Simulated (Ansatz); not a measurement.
All numbers below come from DFT PBE, scalar-relativistic, plane waves, PAW (Ansatz 0.2.0). All cells share a 420 eV cutoff and Γ-centred k meshes spaced at most about 0.3 Å⁻¹ (about 0.25 or finer for metals, 2π included). No spin polarisation.

Temperature and zero-point effects are left out.

Compare these two cells of Cd3Hg2Te5, each relaxed at this level.

A.

```yaml
crystal:
  lattice:
    - [2.16908, 1.25232, 17.72851]
    - [-2.16908, 1.25232, 17.72851]
    - [0.00000, -2.50464, 17.72851]
  atoms:
    - { symbol: Cd, position: [0.19999, 0.19999, 0.19999] }
    - { symbol: Cd, position: [0.80001, 0.80001, 0.80001] }
    - { symbol: Cd, position: [0.00000, 0.00000, 0.00000] }
    - { symbol: Hg, position: [0.40006, 0.40006, 0.40006] }
    - { symbol: Hg, position: [0.59994, 0.59994, 0.59994] }
    - { symbol: Te, position: [0.50000, 0.50000, 0.50000] }
    - { symbol: Te, position: [0.10089, 0.10089, 0.10089] }
    - { symbol: Te, position: [0.69927, 0.69927, 0.69927] }
    - { symbol: Te, position: [0.30073, 0.30073, 0.30073] }
    - { symbol: Te, position: [0.89911, 0.89911, 0.89911] }
```

B.

```yaml
crystal:
  lattice:
    - [-2.16651, 2.16651, 15.35894]
    - [2.16651, -2.16651, 15.35894]
    - [2.16651, 2.16651, -15.35894]
  atoms:
    - { symbol: Cd, position: [0.70034, 0.70034, 0.00000] }
    - { symbol: Cd, position: [0.29966, 0.29966, 0.00000] }
    - { symbol: Cd, position: [0.50000, 0.50000, 0.00000] }
    - { symbol: Hg, position: [0.90028, 0.90028, 0.00000] }
    - { symbol: Hg, position: [0.09972, 0.09972, 0.00000] }
    - { symbol: Te, position: [0.79899, 0.79899, 0.00000] }
    - { symbol: Te, position: [0.39985, 0.39985, 0.00000] }
    - { symbol: Te, position: [0.00000, 0.00000, 0.00000] }
    - { symbol: Te, position: [0.60015, 0.60015, 0.00000] }
    - { symbol: Te, position: [0.20101, 0.20101, 0.00000] }
```

Task: Which placement of the atoms is lower in energy, and by how much?

Result: B is lower, by 8 meV/atom. The two share one framework of sites and differ in which element sits where. A has Cd and Hg ordered on rock salt sites, space group R-3m (No. 166), 28.9 Å³/atom and no gap on its mesh; B has Cd and Hg ordered on rock salt sites, space group I4/mmm (No. 139), 28.8 Å³/atom and no gap. Counting Te atoms around Cd and Hg (those within 1.25 times the shortest such distance or 1.15 times the sum of covalent radii, 1.27 where that leaves under three), A and B both have Cd 6, Hg 6. Both come from invented guesses. The lowest form computed isn't among them: it has Cd and Hg ordered on zinc blende sites, space group I-4m2 (No. 119), 36.5 Å³/atom and lies 168 meV/atom below the best shown.

For metals, differences of a few meV/atom aren't resolved. Spin–orbit coupling, which can matter for Hg and Te, is left out. Cells relaxed within their symmetry can be saddle points.
